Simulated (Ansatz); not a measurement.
Runs of Ansatz 0.2.0 on Bi. Symmetry: Im-3m, No. 229, cubic system. The conventional cell has a = 3.963 Å, b = 3.963 Å, c = 3.963 Å, α = 90.00°, β = 90.00°, γ = 90.00°. Bi (site symmetry m-3m) has 8 Bi at 3.43 Å as nearest neighbours. This isn't the form of Bi at room conditions, which is rhombohedral.

| task | level | potentials or basis | spin | cell | k mesh | cutoff (eV) | smearing | points for each segment of the path | q mesh | other keys | mesh quality | gap on the mesh (eV) | pressure (GPa) |
| --- | --- | --- | --- | --- | --- | --- | --- | --- | --- | --- | --- | --- | --- |
| band structure | LDA+D3(BJ) | Ansatz PAW | off | as given | 9 × 9 × 9 | 420 | gaussian 0.05 eV | 14 | - | scf.lower_state_search = light; scf.eigensolver.kind = davidson | not flagged | none | -5.9 |
| atomic charges | B3LYP+D4 | Ansatz PAW polarizable | off | as given | 7 × 7 × 7 | 420 | fermi-dirac 0.1 eV | - | - | - | not flagged | none | -0.4 |
| phonons | BPBE | SG15 NC | off | as given | 8 × 8 × 8 | 816 | fermi-dirac 0.01 eV | 8 | 2 × 2 × 2 | - | not flagged | none | - |
| density of states | CAM-B3LYP | SG15 NC | off | volume scaled by 1.08 | 7 × 7 × 7 | 816 | methfessel-paxton 0.025 eV | - | - | - | not flagged | none | (b) |
| atomic charges | LDA+D3(BJ) | JTH PAW LDA | off | cell strained at random at fixed volume | 9 × 9 × 9 | 1800 | gaussian 0.15 eV | - | - | scf.convergence.dr2_threshold = 1e-08; basis.xc_grid = 2 | not flagged | none | -5.8 |
| single point | m-r2SCAN | SG15 NC | collinear, program default start | as given | 9 × 9 × 9 | 816 | cold 0.01 eV | - | - | - | not flagged | none | (a) |
| electron localisation function | wPBEh | Ansatz PAW polarizable | off | as given | 6 × 6 × 6 | 420 | cold 0.01 eV | - | - | - | coarse | none | 0.5 |

Q: Estimate the missing entries.

A: (a) -1.4; (b) -4.1.

Caveats: some runs use coarse meshes; spin-orbit coupling is left out, which moves the levels of the heavy elements; the thresholds are loose for stress (some runs); pairwise dispersion overbinds metals, which lowers pressure and volume (some runs); the PAW data sets come from PBE, with cores solved anew for the run's functional, which leaves a small shift of forces and pressure (some runs); the potentials were made for another functional, which shifts forces and pressure (some runs); the dispersion damping was fitted for another functional or another form of the correction (some runs); some modes are imaginary (some runs).

A k mesh can miss the band edges, and the runs leave out spin-orbit coupling on Bi.

A gap of «none» marks a metal or a gap under the smearing width.

Runs at the PBE level aren't shown here.
